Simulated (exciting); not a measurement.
# Au (Fm-3m) in exciting: notebook

Aim: see how the results for Au move with the level of theory and the settings. Levels: AM05, RPBE. Tasks: single point.

Everything below comes from runs of exciting (release sodium). Logs are shortened: lines on timing, memory, paths and dates and some standing lists are left out, and cuts for length are marked.

**1. The undisturbed crystal**

The structure is cubic, space group Fm-3m (No. 225). The conventional cell has a = 4.070 Å, b = 4.070 Å, c = 4.070 Å, α = 90.00°, β = 90.00°, γ = 90.00°. Au (site symmetry m-3m) has 12 Au at 2.88 Å as nearest neighbours.

**2. Single point, AM05 (cell strained at random at fixed volume)**

run_exciting.py reads:

```python
import subprocess
import xml.etree.ElementTree as ET
from ase.io import read
from ase.units import Bohr

atoms = read("POSCAR")
rmt = {'Au': 2.3}  # bohr
tasks = """
<groundstate do="fromscratch" ngridk="11 11 11" rgkmax="9" gmaxvr="14" lmaxapw="10" lmaxmat="10" lmaxvr="8" stype="Methfessel-Paxton 1" swidth="0.00183747" nempty="12" ValenceRelativity="iora*" epsengy="1e-05" epspot="1e-05" maxscl="60" tforce="true" outputlevel="high">
  <libxc exchange="XC_GGA_X_AM05" correlation="XC_GGA_C_AM05"/>
</groundstate>
"""

root = ET.Element("input")
ET.SubElement(root, "title").text = "Au"
structure = ET.SubElement(root, "structure", speciespath="./", tshift="false")
crystal = ET.SubElement(structure, "crystal", scale="1.0")
for vector in atoms.cell / Bohr:
    ET.SubElement(crystal, "basevect").text = " ".join(f"{x:.12f}" for x in vector)
symbols = atoms.get_chemical_symbols()
for element in dict.fromkeys(symbols):
    species = ET.SubElement(structure, "species", speciesfile=element + ".xml", rmt=str(rmt[element]))
    for symbol, position in zip(symbols, atoms.get_scaled_positions(wrap=False)):
        if symbol == element:
            ET.SubElement(species, "atom", coord=" ".join(f"{x:.12f}" for x in position))
root.extend(ET.fromstring("<tasks>" + tasks + "</tasks>"))
ET.indent(root)
ET.ElementTree(root).write("input.xml")
subprocess.run(["exciting_smp"], check=True)
```

POSCAR reads:

```
Au
1.0
    0.0076200000      2.0328350000      2.0173380000
    2.0448950000     -0.0083990000      2.0333560000
    2.0378420000      2.0418000000     -0.0013460000
Au
1
Direct
    0.0000000000      0.0000000000      0.0000000000
```

Potentials or basis: all-electron LAPW+lo, shipped species files, valence relativity iora*.

Started as:

```bash
> OMP_NUM_THREADS=1 python run_exciting.py
```

What it wrote:

```text
================================================================================
EXCITING SODIUM started
[... 10 lines left out ...]

 Lattice vectors (cartesian) :
      0.0143997131      3.8415014090      3.8122163232
      3.8642915061     -0.0158718097      3.8424859563
      3.8509632677      3.8584428037     -0.0025435714

 Reciprocal lattice vectors (cartesian) :
     -0.8189987059      0.8179562820      0.8270250627
      0.8130889255     -0.8109760686      0.8141346660
      0.8187473642      0.8107243255     -0.8200448508

 Unit cell volume                           :     113.7417290606
 Brillouin zone volume                      :       2.1808197879

 Species :    1 (Au)
     parameters loaded from                 :    Au.xml
     name                                   :    gold
     nuclear charge                         :     -79.00000000
     electronic charge                      :      79.00000000
     atomic mass                            :  359048.05590000
     muffin-tin radius                      :       2.30000000
     # of radial points in muffin-tin       :     450

     atomic positions (lattice) :
       1 :   0.00000000  0.00000000  0.00000000

 Total number of atoms per unit cell        :       1

 Spin treatment                             :    spin-unpolarised

 Number of Bravais lattice symmetries       :       2
 Number of crystal symmetries               :       2

 k-point grid                               :      11   11   11
 Total number of k-points                   :     666
 k-point set is reduced with crystal symmetries

 R^MT_min * |G+k|_max (rgkmax)              :       9.00000000
 Species with R^MT_min                      :       1 (Au)
 Maximum |G+k| for APW functions            :       3.91304348
 Maximum |G| for potential and density      :      14.00000000
 Polynomial order for pseudochg. density    :       9

 G-vector grid sizes                        :      25    25    25
 Total number of G-vectors                  :    5197

 Maximum angular momentum used for
     APW functions                          :      10
     computing H and O matrix elements      :      10
     potential and density                  :       8
     inner part of muffin-tin               :       2

 Total nuclear charge                       :     -79.00000000
 Total electronic charge                    :      79.00000000
 Total core charge                          :      48.00000000
 Total valence charge                       :      31.00000000

 Effective Wigner radius, r_s               :       0.70048909

 Number of empty states                     :      12
 Total number of valence states             :      28

 Maximum Hamiltonian size                   :     151
 Maximum number of plane-waves              :     125
 Total number of local-orbitals             :      26

 Exchange-correlation type                  :     100
     libxc; exchange: Armiento & Mattsson 05; correlation: Armiento & Mattsson 05 (see libxc for references)

 Smearing scheme                            :    Methfessel-Paxton order 1, Phys. Rev. B 40, 3616 (1989)
 Smearing width                             :       0.00183747

[... 7 lines left out ...]
* Groundstate module started                                                   *
********************************************************************************
 Output level for this task is set to high

++++++++++++++++++++++++++++++++++++++++++++++++++++++++++++++++++++++++++++++++
[... 5 lines left out ...]
+ SCF iteration number :    1                                                  +
++++++++++++++++++++++++++++++++++++++++++++++++++++++++++++++++++++++++++++++++
 Total energy                               :    -19020.02680433
 _______________________________________________________________
 Fermi energy                               :         0.44624079
 Kinetic energy                             :     21882.54649311
 Coulomb energy                             :    -40547.53726809
 Exchange energy                            :      -347.24315161
 Correlation energy                         :        -7.79287775
 Sum of eigenvalues                         :    -11694.13915386
 Effective potential energy                 :    -33576.68564698
 Coulomb potential energy                   :    -33106.16432407
 xc potential energy                        :      -470.52132291
 Hartree energy                             :      5924.81770611
 Electron-nuclear energy                    :    -44955.79973628
 Nuclear-nuclear energy                     :     -1516.55523791
 Madelung energy                            :    -23994.45510605
 Core-electron kinetic energy               :         0.00000000

 DOS at Fermi energy (states/Ha/cell)       :        20.96732779

 Electron charges :
     core                                   :        48.00000000
     core leakage                           :         0.00151938
     valence                                :        31.00000000
     interstitial                           :         2.38384994
     charge in muffin-tin spheres :
                  atom     1    Au          :        76.61615006
     total charge in muffin-tins            :        76.61615006
     total charge                           :        79.00000000
[... 673 lines left out ...]
 Kinetic energy                             :     21870.70951628
 Coulomb energy                             :    -40553.17671295
 Exchange energy                            :      -347.52525246
 Correlation energy                         :        -7.79926109
 Sum of eigenvalues                         :    -11701.32373499
 Effective potential energy                 :    -33572.03325127
 Coulomb potential energy                   :    -33101.13084336
 xc potential energy                        :      -470.90240791
 Hartree energy                             :      5935.49063168
 Electron-nuclear energy                    :    -44972.11210673
 Nuclear-nuclear energy                     :     -1516.55523791
 Madelung energy                            :    -24002.61129127
 Core-electron kinetic energy               :         0.00000000

 DOS at Fermi energy (states/Ha/cell)       :         2.70233212

 Electron charges :
     core                                   :        48.00000000
     core leakage                           :         0.00143049
     valence                                :        31.00000000
     interstitial                           :         2.22134914
     charge in muffin-tin spheres :
                  atom     1    Au          :        76.77865086
     total charge in muffin-tins            :        76.77865086
     total charge                           :        79.00000000

 RMS change in effective potential (target) :  0.302697E-08  ( 0.100000E-04)
 Absolute change in total energy   (target) :  0.536580E-06  ( 0.100000E-04)
 Charge distance                   (target) :  0.192501E-09  ( 0.100000E-04)
 Abs. change in max-nonIBS-force   (target) :   0.00000      ( 0.500000E-04)

++++++++++++++++++++++++++++++++++++++++++++++++++++++++++++++++++++++++++++++++
| Convergency criteria checked for the last 2 iterations                       +
| Convergence targets achieved. Performing final SCF iteration                 +
++++++++++++++++++++++++++++++++++++++++++++++++++++++++++++++++++++++++++++++++
 Total energy                               :    -19037.79171015
 _______________________________________________________________
 Fermi energy                               :         0.40922722
 Kinetic energy                             :     21870.70951630
 Coulomb energy                             :    -40553.17671290
 Exchange energy                            :      -347.52525246
 Correlation energy                         :        -7.79926109
 Sum of eigenvalues                         :    -11701.32373498
 Effective potential energy                 :    -33572.03325128
 Coulomb potential energy                   :    -33101.13084337
 xc potential energy                        :      -470.90240791
 Hartree energy                             :      5935.49063162
 Electron-nuclear energy                    :    -44972.11210661
 Nuclear-nuclear energy                     :     -1516.55523791
 Madelung energy                            :    -24002.61129121
 Core-electron kinetic energy               :         0.00000000

 DOS at Fermi energy (states/Ha/cell)       :         2.70233221

 Electron charges :
     core                                   :        48.00000000
     core leakage                           :         0.00143049
     valence                                :        31.00000000
     interstitial                           :         2.22134914
     charge in muffin-tin spheres :
                  atom     1    Au          :        76.77865086
     total charge in muffin-tins            :        76.77865086
     total charge                           :        79.00000000

++++++++++++++++++++++++++++++++++++++++++++++++++++++++++++++++++++++++++++++++
+ Self-consistent loop stopped                                                 +
++++++++++++++++++++++++++++++++++++++++++++++++++++++++++++++++++++++++++++++++
 STATE.OUT is written

--------------------------------------------------------------------------------
- Writing atomic positions and forces                                          -
--------------------------------------------------------------------------------

 Atomic positions (lattice) :
 atom     1  Au  :     0.00000000    0.00000000    0.00000000

 Total atomic forces including IBS (cartesian) :
 atom     1  Au  :     0.00000000    0.00000000    0.00000000

 Atomic force components including IBS (cartesian) :
 atom     1  Au  :     0.00000000    0.00000000    0.00000000   HF force
                 :     0.00000000    0.00000000    0.00000000   core correction
                 :     0.00000000    0.00000000    0.00000000   IBS correction

********************************************************************************
* Groundstate module stopped                                                   *
********************************************************************************

================================================================================
| EXCITING SODIUM stopped                                                      =
================================================================================
```

It took 4.6 min on 1 thread of Arm Neoverse V1, shared host; peak memory 0.1 GiB.

Results:

| Quantity | Value |
| --- | --- |
| Free energy | -518044.7035 eV |
| Band gap on the k mesh | none (metal or under the smearing width) |
| All electrons inside the program's atomic spheres | Au 76.78 (radii Au 2.3 bohr) |

Caveat: the basis of Au and Ba changes in steps between geometries, so energy differences can be off by several meV.

**3. Single point, RPBE (cell strained at random at fixed volume)**

input.xml reads:

```xml
<input>
  <title>Au</title>
  <structure speciespath="./" tshift="false">
    <crystal scale="5.4104539573">
      <basevect>0.002139996395 0.704037857668 0.710159218338</basevect>
      <basevect>0.725073180486 0.003572714726 0.708726500007</basevect>
      <basevect>0.724620173251 0.702152132103 0.004025721961</basevect>
    </crystal>
    <species speciesfile="Au.xml" rmt="2.3">
      <atom coord="-0.008947000000 0.005412000000 -0.006273000000"/>
    </species>
  </structure>
  <groundstate do="fromscratch" ngridk="11 11 11" rgkmax="9" gmaxvr="14" lmaxapw="10" lmaxmat="10" lmaxvr="8" stype="Methfessel-Paxton 2" swidth="0.00183747" nempty="12" ValenceRelativity="iora*" epsengy="1e-05" epspot="1e-05" maxscl="60" tforce="true" outputlevel="low">
    <libxc exchange="XC_GGA_X_RPBE" correlation="XC_GGA_C_PBE"/>
  </groundstate>
</input>
```

Potentials or basis: all-electron LAPW+lo, shipped species files, valence relativity iora*.

Started as:

```bash
> OMP_NUM_THREADS=1 exciting_smp
```

INFO.OUT:

```text
================================================================================
EXCITING SODIUM started
[... 10 lines left out ...]

 Lattice vectors (cartesian) :
      0.0115783520      3.8091644131      3.8422837532
      3.9229750587      0.0193300085      3.8345320966
      3.9205240839      3.7989617818      0.0217809833

 Reciprocal lattice vectors (cartesian) :
     -0.8046829664      0.8257357550      0.8190803073
      0.8017497857     -0.8321207435      0.8225321151
      0.8027645616      0.8302023387     -0.8254652958

 Unit cell volume                           :     113.7417248015
 Brillouin zone volume                      :       2.1808198695

 Species :    1 (Au)
     parameters loaded from                 :    Au.xml
     name                                   :    gold

     atomic positions (lattice) :
[... 50 lines left out ...]
 DOS at Fermi energy (states/Ha/cell)       :        18.83438426
 Electron charge: Core leakage              :         0.00152448
[... 276 lines left out ...]
 RMS change in effective potential (target) :  0.144822E-08  ( 0.100000E-04)
 Absolute change in total energy   (target) :  0.164557E-06  ( 0.100000E-04)
 Charge distance                   (target) :  0.698139E-10  ( 0.100000E-04)
 Abs. change in max-nonIBS-force   (target) :   0.00000      ( 0.500000E-04)

++++++++++++++++++++++++++++++++++++++++++++++++++++++++++++++++++++++++++++++++
| Convergency criteria checked for the last 2 iterations                       +
| Convergence targets achieved. Performing final SCF iteration                 +
++++++++++++++++++++++++++++++++++++++++++++++++++++++++++++++++++++++++++++++++
 Total energy                               :    -19048.43415428
 _______________________________________________________________
 Fermi energy                               :         0.41967672
 DOS at Fermi energy (states/Ha/cell)       :         5.56150403
 Electron charge: Core leakage              :         0.00143893

++++++++++++++++++++++++++++++++++++++++++++++++++++++++++++++++++++++++++++++++
+ Self-consistent loop stopped                                                 +
++++++++++++++++++++++++++++++++++++++++++++++++++++++++++++++++++++++++++++++++
 STATE.OUT is written

--------------------------------------------------------------------------------
- Writing atomic positions and forces                                          -
--------------------------------------------------------------------------------

 Atomic positions (lattice) :
 atom     1  Au  :     0.99105300    0.00541200    0.99372700

 Total atomic forces including IBS (cartesian) :
 atom     1  Au  :     0.00000000    0.00000000    0.00000000

 Atomic force components including IBS (cartesian) :
 atom     1  Au  :     0.00000000    0.00000000    0.00000000   HF force
                 :     0.00000000    0.00000000    0.00000000   core correction
                 :     0.00000000    0.00000000    0.00000000   IBS correction

********************************************************************************
* Groundstate module stopped                                                   *
********************************************************************************

================================================================================
| EXCITING SODIUM stopped                                                      =
================================================================================
```

Wall time 9.4 min (1 thread of Arm Neoverse V1, shared host); peak memory 0.11 GiB.

Results:

- Band gap on the k mesh: none (metal or under the smearing width)

The run has no spin-orbit coupling, so splittings on Au are missing.
